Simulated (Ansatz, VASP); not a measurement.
**One calculation of Pd, two programs**

The input INCAR:

```
PREC = Accurate
ENCUT = 520
EDIFF = 1E-6
ISMEAR = -1
SIGMA = 0.05
LREAL = F
LASPH = T
NELM = 100
ALGO = Fast
ISIF = 2
LWAVE = F
LCHARG = F
NBANDS = 11
```

KPOINTS

```
Automatic mesh
0
Gamma
  12 12 12
```

File POSCAR:

```
Pd
1.0
    0.0000000000      1.9721147795      1.9721147795
    1.9721147795      0.0000000000      1.9721147795
    1.9721147795      1.9721147795      0.0000000000
Pd
1
Direct
    0.0000000000      0.0000000000      0.0000000000
```

Contents of input.yaml:

```yaml
crystal:
  lattice:
    - [0.0, 1.9721147795, 1.9721147795]
    - [1.9721147795, 0.0, 1.9721147795]
    - [1.9721147795, 1.9721147795, 0.0]
  atoms:
    - { symbol: Pd, position: [0.0, 0.0, 0.0] }
kpoints:
  mp_grid: { grid: [12, 12, 12] }
scf:
  occupations: { method: fermi_dirac, width: 0.05 }
hamiltonian:
  xc: lda
  pseudopotentials: { kind: all_electron, lapw: { basis_error: 0.001 } }
output:
  forces: true
  stress: true
  eigenvalues: true
```

Change from the starting cell: volume scaled by 1.04.

Alike in both runs: task single point; functional LDA; k mesh 12 × 12 × 12; occupations fermi-dirac, width 0.05 eV; no spin polarisation.

```csv
,VASP,Ansatz
version,VASP 6.6.1,Ansatz 0.2.0
potentials or method,"VASP PAW LDA potentials, release 64 (Pd)","all-electron LAPW, scalar-relativistic"
plane-wave cutoff (eV),520,see its input
```

|  | VASP | Ansatz | Ansatz less VASP |
| --- | --- | --- | --- |
| gap on the k mesh at the Fermi level (eV) | none | none | - |
| pressure (GPa) | -14.7 | -14.9 | -0.28 |

A gap of «none» marks a metal or a gap that the smearing closes. Ansatz ran all-electron here, so the differences hold the error of VASP's frozen core and of both bases.
